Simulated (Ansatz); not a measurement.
Input and command of a plane-wave DFT calculation in Ansatz:

```yaml
crystal:
  lattice:
    - [4.0919516368, 0.0, 0.0]
    - [-2.0459758184, 3.5437340685, 0.0]
    - [0.0, 0.0, 4.9927787]
  atoms:
    - { symbol: Al, position: [0.0, 0.0, 0.0] }
    - { symbol: Al, position: [0.3333333333, 0.6666666667, 0.34992535] }
    - { symbol: Al, position: [0.6666666667, 0.3333333333, 0.65007465] }
    - { symbol: Cu, position: [0.3333333333, 0.6666666667, 0.83951213] }
    - { symbol: Cu, position: [0.6666666667, 0.3333333333, 0.16048787] }
basis: {}
kpoints:
  mp_grid: { grid: [12, 12, 8] }
hamiltonian:
  xc: pbesol
  pseudopotentials: { kind: paw, source: ansatz }
scf:
  occupations: { method: gaussian, width: 0.1 }
output:
  forces: true
  stress: true
  eigenvalues: true
```

```bash
ansatz run input.yaml --threads 1 --pin off --max-ram 2560MiB --backend cpu --events-out ev --progress --plain --runs-dir out
```

Processor: Arm Neoverse V2, 1 thread, on a host shared with other jobs.

**Question.** How long does it run, and how much memory does it take?

**Answer.** About 69 s on 1 thread of Arm Neoverse V2, with other jobs on the host, peak memory 1 GiB. It solves 43 bands at 131 k points (the mesh reduced by symmetry) with about 4423 plane waves, in 10 SCF iterations.
